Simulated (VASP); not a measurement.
# Si3C (P6/mmm) in VASP: further runs

The runs below take Si3C through relaxation of cell and atoms, with PBE, PBE+D2.

Everything below comes from runs of VASP 6.6.1. Logs are shortened: lines on timing, memory, paths and dates and some standing lists are left out, and cuts for length are marked.

### Step 1. The crystal as given

The structure is hexagonal, space group P6/mmm (No. 191). The conventional cell has a = 4.915 Å, b = 4.915 Å, c = 2.433 Å, α = 90.00°, β = 90.00°, γ = 120.00°. Around Si (site symmetry mmm) lie 6 Si at 2.43 to 2.46 Å and 2 C at 2.46 Å. Around C (site symmetry 6/mmm) lie 2 C at 2.43 Å and 6 Si at 2.46 Å.

The cell was built by a generator and needn't be a form met in nature.

### Step 2. Relaxation of cell and atoms, PBE

Contents of INCAR:

```
SYSTEM = Si3C
ALGO = Normal
EDIFF = 1E-6
EDIFFG = -0.005
ENCUT = 600
GGA = PE
IBRION = 2
ISIF = 3
ISMEAR = -1
LASPH = .TRUE.
LCHARG = .FALSE.
LREAL = .FALSE.
LWAVE = .FALSE.
NELM = 80
NSW = 60
PREC = Accurate
SIGMA = 0.05
```

Contents of KPOINTS:

```
k-points
0
G
  5 5 8
  0 0 0
```

Contents of POSCAR:

```
Si3C
1.0
    4.9148000000      0.0000000000      0.0000000000
   -2.4574000000      4.2563400000      0.0000000000
    0.0000000000      0.0000000000      2.4331100000
Si C
3 1
Direct
    0.5000000000      0.0000000000      0.5000000000
    0.0000000000      0.5000000000      0.5000000000
    0.5000000000      0.5000000000      0.5000000000
    0.0000000000      0.0000000000      0.5000000000
```

Potentials or basis: VASP PAW PBE potentials, release 64 (Si, C).

The run is started by

```
cat potpaw_PBE.64/Si/POTCAR potpaw_PBE.64/C/POTCAR > POTCAR
mpirun -np 1 vasp_std > vasp.out
```

OUTCAR:

```text
SYSTEM = Si3C
   EDIFF = 1E-6
   EDIFFG = -0.005
   ENCUT = 600
   GGA = PE
   IBRION = 2
   ISIF = 3
   ISMEAR = -1
   LASPH = .TRUE.
   LREAL = .FALSE.
   NELM = 80
   NSW = 60
   PREC = Accurate

 ion  position               nearest neighbor table
   1  0.500  0.000  0.500-   2 2.46   3 2.46   3 2.46   2 2.46   4 2.46   4 2.46
   2  0.000  0.500  0.500-   1 2.46   4 2.46   4 2.46   1 2.46   3 2.46   3 2.46
   3  0.500  0.500  0.500-   1 2.46   4 2.46   1 2.46   4 2.46   2 2.46   2 2.46
   4  0.000  0.000  0.500-   2 2.46   3 2.46   2 2.46   3 2.46   1 2.46   1 2.46

  LATTYP: Found a hexagonal cell.
 ALAT       =     4.9148000000
 C/A-ratio  =     0.4950577847

  Lattice vectors:

 A1 = (   4.9148000000,   0.0000000000,   0.0000000000)
 A2 = (  -2.4574000000,   4.2563400000,   0.0000000000)
 A3 = (   0.0000000000,   0.0000000000,   2.4331100000)

Analysis of symmetry for initial positions (statically):
=====================================================================
 Subroutine PRICEL returns:
 Original cell was already a primitive cell.

 Routine SETGRP: Setting up the symmetry group for a
 hexagonal supercell.

 Subroutine GETGRP returns: Found 24 space group operations
 (whereof 24 operations were pure point group operations)
 out of a pool of 24 trial point group operations.

The static configuration has the point symmetry D_6h.

Analysis of symmetry for dynamics (positions and initial velocities):
=====================================================================
 Subroutine PRICEL returns:
 Original cell was already a primitive cell.

 Routine SETGRP: Setting up the symmetry group for a
 hexagonal supercell.

 Subroutine GETGRP returns: Found 24 space group operations
 (whereof 24 operations were pure point group operations)
 out of a pool of 24 trial point group operations.

The dynamic configuration has the point symmetry D_6h.

 Subroutine INISYM returns: Found 24 space group operations
 (whereof 24 operations are pure point group operations),
 and found     1 'primitive' translations

----------------------------------------------------------------------------------------

                                     Primitive cell

  volume of cell :      50.8984

  direct lattice vectors                    reciprocal lattice vectors
     4.914800000  0.000000000  0.000000000     0.203467079  0.117471819  0.000000000
    -2.457400000  4.256340000  0.000000000     0.000000000  0.234943637  0.000000000
     0.000000000  0.000000000  2.433110000     0.000000000  0.000000000  0.410996626

  length of vectors
     4.914800000  4.914798567  2.433110000     0.234943569  0.234943637  0.410996626

  position of ions in fractional coordinates (direct lattice)
     0.500000000  0.000000000  0.500000000
     0.000000000  0.500000000  0.500000000
     0.500000000  0.500000000  0.500000000
     0.000000000  0.000000000  0.500000000

  ion indices of the primitive-cell ions
   primitive index   ion index
                 1           1
                 2           2
                 3           3
                 4           4

----------------------------------------------------------------------------------------

 KPOINTS: k-points

Automatic generation of k-mesh.
 Grid dimensions read from file:
 generate k-points for:    5    5    8

 Generating k-lattice:

  Cartesian coordinates                     Fractional coordinates (reciprocal lattice)
     0.040693416  0.023494364  0.000000000     0.200000000 -0.000000000  0.000000000
     0.000000000  0.046988727  0.000000000     0.000000000  0.200000000  0.000000000
     0.000000000  0.000000000  0.051374578     0.000000000  0.000000000  0.125000000

  Length of vectors
     0.046988714  0.046988727  0.051374578

  Shift w.r.t. Gamma in fractional coordinates (k-lattice)
     0.000000000  0.000000000  0.000000000

 Subroutine IBZKPT returns following result:
 ===========================================

 Found     25 irreducible k-points:

 Following reciprocal coordinates:
            Coordinates               Weight
  0.000000  0.000000  0.000000      1.000000
  0.200000 -0.000000  0.000000      6.000000
  0.400000 -0.000000  0.000000      6.000000
  0.200000  0.200000  0.000000      6.000000
  0.400000  0.200000  0.000000      6.000000
  0.000000  0.000000  0.125000      2.000000
[... 16 lines left out ...]
  0.400000 -0.000000  0.500000      6.000000
  0.200000  0.200000  0.500000      6.000000
   k-points           NKPTS =     25   k-points in BZ     NKDIM =     25   number of bands    NBANDS=     12
   number of dos      NEDOS =    301   number of ions     NIONS =      4
   total plane-waves  NPLWV =  32000
   dimension x,y,z NGX =    40 NGY =   40 NGZ =   20
   dimension x,y,z NGXF=    80 NGYF=   80 NGZF=   40
   ions per type =               3   1
   NGX,Y,Z   is equivalent  to a cutoff of  13.53, 13.53, 13.67 a.u.
   NGXF,Y,Z  is equivalent  to a cutoff of  27.06, 27.06, 27.33 a.u.
 SYSTEM =  Si3C
   PREC   = accura    normal or accurate (medium, high low for compatibility)
   ISTART =      0    job   : 0-new  1-cont  2-samecut
   ICHARG =      2    charge: 1-file 2-atom 10-const
   ISPIN  =      1    spin polarized calculation?
   LNONCOLLINEAR =      F non collinear calculations
   LSORBIT =      F    spin-orbit coupling
   LASPH  =      T    aspherical Exc in radial PAW
   ENCUT  =  600.0 eV  44.10 Ry    6.64 a.u.   9.82  9.82  4.86*2*pi/ulx,y,z
   NELM   =     80;   NELMIN=  2; NELMDL= -5     # of ELM steps
   EDIFF  = 0.1E-05   stopping-criterion for ELM
   LREAL  =      F    real-space projection
   EDIFFG = -.5E-02   stopping-criterion for IOM
   NSW    =     60    number of steps for IOM
   IBRION =      2    ionic relax: 0-MD 1-quasi-New 2-CG
   NFREE  =      1    steps in history (QN), initial steepest desc. (CG)
   ISIF   =      3    stress and relaxation
   ISYM   =      2    0-nonsym 1-usesym 2-fastsym
   POTIM  = 0.5000    time-step for ionic-motion
   TEBEG  =    0.0;   TEEND  =   0.0 temperature during run
   PSTRESS=    0.0 pullay stress
   NELECT =      16.0000    total number of electrons
   NUPDOWN=      -1.0000    fix difference up-down
   EMIN   =  10.00;   EMAX   =-10.00  energy-range for DOS
   EFERMI =   0.00;   METHOD = LEGACY
   ISMEAR =    -1;   SIGMA  =   0.05  broadening in eV -4-tet -1-fermi 0-gaus
   EFERMI_NEDOS =   21; number of points for ismear=-14 and -15
   IALGO  =     38    algorithm
   IMIX   =      4    mixing-type and parameters
     AMIX     =   0.40;   BMIX     =  1.00
     AMIX_MAG =   1.60;   BMIX_MAG =  1.00
  volume/ion in A,a.u.               =      12.72        85.87
  Fermi-wavevector in a.u.,A,eV,Ry     =   1.113132  2.103515 16.858488  1.239064
  Thomas-Fermi vector in A             =   2.249714
   LORBIT       =      0    0 simple, 1 ext, 2 COOP (PROOUT), +10 PAW based schemes
   GGA     = PE    functional components
   LHFCALC =     F    Hartree Fock is set to
   AEXX    =    0.0000 exact exchange contribution
   IVDW    =     0    specifies the selected vdW correction
   LEPSILON=     F    determine dielectric tensor
   LRPA    =     F    only Hartree local field effects (RPA)
 conjugate gradient relaxation of ions
 non-spin polarized calculation
  energy-cutoff  :      600.00
  volume of cell :       50.90
 maximum number of plane-waves:      1714
 NGX is ok and might be reduce to    40
   NGX = 19   NGY = 19   NGZ =  9

--------------------------------------- Ionic step        1  -------------------------------------------

 number of electron      16.0000000 magnetization

 Free energy of the ion-electron system (eV)
  ---------------------------------------------------
  ext. energy  EPLUGINS =         0.00000000
  ---------------------------------------------------
  free energy    TOTEN  =       -20.57841602 eV

  energy without entropy =      -20.56360021  energy(sigma->0) =      -20.57100811

------------------------ aborting loop because EDIFF is reached ----------------------------------------

  FORCE on cell =-STRESS in cart. coord.  units (eV):
  Direction    XX          YY          ZZ          XY          YZ          ZX
  --------------------------------------------------------------------------------------
  -------------------------------------------------------------------------------------
  Total       -0.8670727     -0.8670720      1.2025891      0.0000000      0.0000000      0.0000000
  in kB      -27.2936854    -27.2936641     37.8550605      0.0000000      0.0000000      0.0000000
  external PRESSURE =      -5.5774297 kB  Pullay stress =       0.0000000 kB

 VOLUME and BASIS-vectors are now :
 -----------------------------------------------------------------------------
  energy-cutoff  :      600.00
  volume of cell :       50.90
      direct lattice vectors                 reciprocal lattice vectors
     4.914800000  0.000000000  0.000000000     0.203467079  0.117471819  0.000000000
    -2.457400000  4.256340000  0.000000000     0.000000000  0.234943637  0.000000000
     0.000000000  0.000000000  2.433110000     0.000000000  0.000000000  0.410996626
[... 115 lines left out ...]
 POSITION                                       TOTAL-FORCE (eV/Angst)
 -----------------------------------------------------------------------------------
      2.43421      0.00000      1.23248         0.000000     -0.000000      0.000000
     -1.21710      2.10809      1.23248         0.000000      0.000000      0.000000
      1.21710      2.10809      1.23248        -0.000000      0.000000      0.000000
      0.00000      0.00000      1.23248         0.000000      0.000000      0.000000
 -----------------------------------------------------------------------------------
    total drift:                               -0.000000      0.000000     -0.000000

  FREE ENERGIE OF THE ION-ELECTRON SYSTEM (eV)
  ---------------------------------------------------
  free  energy   TOTEN  =       -20.5972186626 eV

  energy  without entropy=      -20.5883994626  energy(sigma->0) =      -20.59280906

--------------------------------------- Ionic step        5  -------------------------------------------

 number of electron      16.0000001 magnetization

 Free energy of the ion-electron system (eV)
  ---------------------------------------------------
  ext. energy  EPLUGINS =         0.00000000
  ---------------------------------------------------
  free energy    TOTEN  =       -20.59722245 eV

  energy without entropy =      -20.58843871  energy(sigma->0) =      -20.59283058

 E-fermi :   9.2098     XC(G=0): -11.3169

 val. band max:        9.1923438845   @ k =   0.4000  -0.0000   0.0000
 cond. band min:       9.2139380420   @ k =   0.2000   0.2000   0.3750
 fundamental gap:      0.0215941575
 Fermi energy:         9.2097528929

 k-point     1 :       0.0000    0.0000    0.0000
  band No.  band energies     occupation
      1      -5.6273      2.00000
      2       0.5132      2.00000
      3       1.8086      2.00000
      4       2.4992      2.00000
      5       2.4992      2.00000
      6       2.7215      2.00000
      7       2.7215      2.00000
      8      13.1663      0.00000
      9      13.5961      0.00000
     10      13.5961      0.00000
     11      16.0026      0.00000
     12      17.4126      0.00000

 k-point     2 :       0.2000   -0.0000    0.0000
  band No.  band energies     occupation
      1      -5.3133      2.00000
      2      -0.8030      2.00000
      3       0.3634      2.00000
      4       1.3729      2.00000
      5       3.5439      2.00000
      6       4.4308      2.00000
      7       5.5193      2.00000
      8      11.5169      0.00000
      9      12.5647      0.00000
     10      13.2161      0.00000
     11      15.4421      0.00000
     12      15.8849      0.00000
[... 316 lines left out ...]
 k-point    24 :       0.2000    0.2000    0.5000
  band No.  band energies     occupation
      1      -0.6892      2.00000
      2       2.0226      2.00000
      3       2.6662      2.00000
      4       3.0157      2.00000
      5       5.3822      2.00000
      6       5.8325      2.00000
      7       6.4422      2.00000
      8       7.2142      2.00000
      9       8.3679      2.00000
     10      11.1435      0.00000
     11      12.1193      0.00000
     12      12.4420      0.00000

 [... further k-points ...]
[... 5 lines left out ...]
  --------------------------------------------------------------------------------------
  -------------------------------------------------------------------------------------
  Total       -0.0083110     -0.0083109      0.0148004      0.0000000      0.0000000      0.0000000
  in kB       -0.2633244     -0.2633242      0.4689369      0.0000000      0.0000000      0.0000000
  external PRESSURE =      -0.0192372 kB  Pullay stress =       0.0000000 kB

 VOLUME and BASIS-vectors are now :
 -----------------------------------------------------------------------------
  energy-cutoff  :      600.00
  volume of cell :       50.57
      direct lattice vectors                 reciprocal lattice vectors
     4.867599234  0.000000000  0.000000000     0.205440085  0.118610934 -0.000000000
    -2.433799617  4.215462985  0.000000000     0.000000000  0.237221867 -0.000000000
     0.000000000  0.000000000  2.464395431     0.000000000 -0.000000000  0.405779035

 POSITION                                       TOTAL-FORCE (eV/Angst)
 -----------------------------------------------------------------------------------
      0.00000      4.21546      1.23220         0.000000     -0.000000      0.000000
     -1.21690      2.10773      1.23220        -0.000000      0.000000      0.000000
      1.21690      2.10773      1.23220         0.000000     -0.000000      0.000000
      0.00000      0.00000      1.23220         0.000000      0.000000      0.000000
 -----------------------------------------------------------------------------------
    total drift:                               -0.000000      0.000000     -0.000000

  FREE ENERGIE OF THE ION-ELECTRON SYSTEM (eV)
  ---------------------------------------------------
  free  energy   TOTEN  =       -20.5972224487 eV

  energy  without entropy=      -20.5884387134  energy(sigma->0) =      -20.59283058

 reached required accuracy - stopping structural energy minimisation
```

Wall time 18 s (1 thread of AMD EPYC 9R45 (Zen 5), shared host); peak memory 0.15 GiB.

What came out:

- Free energy: -20.5972 eV
- Relaxed volume: 12.64 Å³/atom
- Relaxed cell: a = 4.868 Å, b = 4.868 Å, c = 2.464 Å, α = 90.00°, β = 90.00°, γ = 120.00°
- Space group after relaxing (to 0.05 Å): P6/mmm (No. 191)
- Energy gained by relaxing: 4.7 meV/atom
- Ionic steps: 5
- Pressure after relaxing: 0.0 GPa
- Band gap on the k mesh: none (metal or under the smearing width)

Step by step:
```csv
step,energy change (eV),largest force (eV/Å),pressure (GPa),volume (Å³)
1,0.0000,0.0000,-0.56,50.90
2,-0.0186,0.0000,0.05,50.56
3,-0.0188,0.0000,-0.03,50.59
4,-0.0188,0.0000,-0.06,50.60
5,-0.0188,0.0000,0.00,50.57
```

Final structure:
```cif
data_structure
_symmetry_space_group_name_H-M 'P 1'
_symmetry_Int_Tables_number 1
_cell_length_a 4.8676
_cell_length_b 4.8676
_cell_length_c 2.4644
_cell_angle_alpha 90.000
_cell_angle_beta 90.000
_cell_angle_gamma 120.000
_cell_volume 50.57
loop_
_atom_site_label
_atom_site_type_symbol
_atom_site_fract_x
_atom_site_fract_y
_atom_site_fract_z
_atom_site_occupancy
Si1 Si 0.50000 0.00000 0.50000 1
Si2 Si 0.00000 0.50000 0.50000 1
Si3 Si 0.50000 0.50000 0.50000 1
C1 C 0.00000 0.00000 0.50000 1
```

### Step 3. Relaxation of cell and atoms, PBE+D2

Changes to INCAR since step 2:

```diff
@@ -9,2 +9,3 @@
 ISMEAR = -1
+IVDW = 1
 LASPH = .TRUE.
```

KPOINTS is that of step 2.

POSCAR is that of step 2.

Potentials or basis: VASP PAW PBE potentials, release 64 (Si, C).

The run is started by

```
cat potpaw_PBE.64/Si/POTCAR potpaw_PBE.64/C/POTCAR > POTCAR
mpirun -np 1 vasp_std > vasp.out
```

Wall time 23 s (1 thread of AMD EPYC 9R45 (Zen 5), shared host); peak memory 0.15 GiB.

Results (log left out):

- Free energy: -21.6100 eV
- Relaxed volume: 12.38 Å³/atom
- Relaxed cell: a = 4.829 Å, b = 4.829 Å, c = 2.453 Å, α = 90.00°, β = 90.00°, γ = 120.00°
- Space group after relaxing (to 0.05 Å): P6/mmm (No. 191)
- Energy gained by relaxing: 9.9 meV/atom
- Ionic steps: 6
- Pressure after relaxing: 0.0 GPa
- Band gap on the k mesh: none (metal or under the smearing width)
- Dispersion energy per atom: -0.256 eV

Step by step:
```
step  energy change (eV)  largest force (eV/Å)  pressure (GPa)  volume (Å³)
   1              0.0000                0.0000           -3.20        50.90
   2             -0.0368                0.0000            1.52        49.03
   3             -0.0394                0.0000            0.53        49.37
   4             -0.0394                0.0000            0.43        49.40
   5             -0.0396                0.0000           -0.18        49.61
   6             -0.0397                0.0000            0.03        49.53
```

Final structure:
```
Si C
1.0
     4.82852    0.00000    0.00000
    -2.41426    4.18162    0.00000
     0.00000    0.00000    2.45318
Si C
3 1
Direct
  0.50000 0.00000 0.50000
  0.00000 0.50000 0.50000
  0.50000 0.50000 0.50000
  0.00000 0.00000 0.50000
```

Levels at points of the mesh, in eV from the Fermi level:
| k point | band 4 | band 5 | band 6 | band 7 | band 8 | band 9 | band 10 | band 11 | band 12 |
| --- | --- | --- | --- | --- | --- | --- | --- | --- | --- |
| (0.00, 0.00, 0.00) | -6.73 | -6.73 | -6.65 | -6.65 | 3.95 | 4.48 | 4.48 | 6.78 | 8.40 |
| (0.00, 0.00, 0.50) | -3.87 | -3.65 | -3.65 | -1.71 | -1.39 | -1.39 | -0.77 | -0.77 | 1.06 |

Caveat: atom-pairwise D2, TS and ULG terms overbind metals; pairwise dispersion overbinds metals, which lowers pressure and volume.
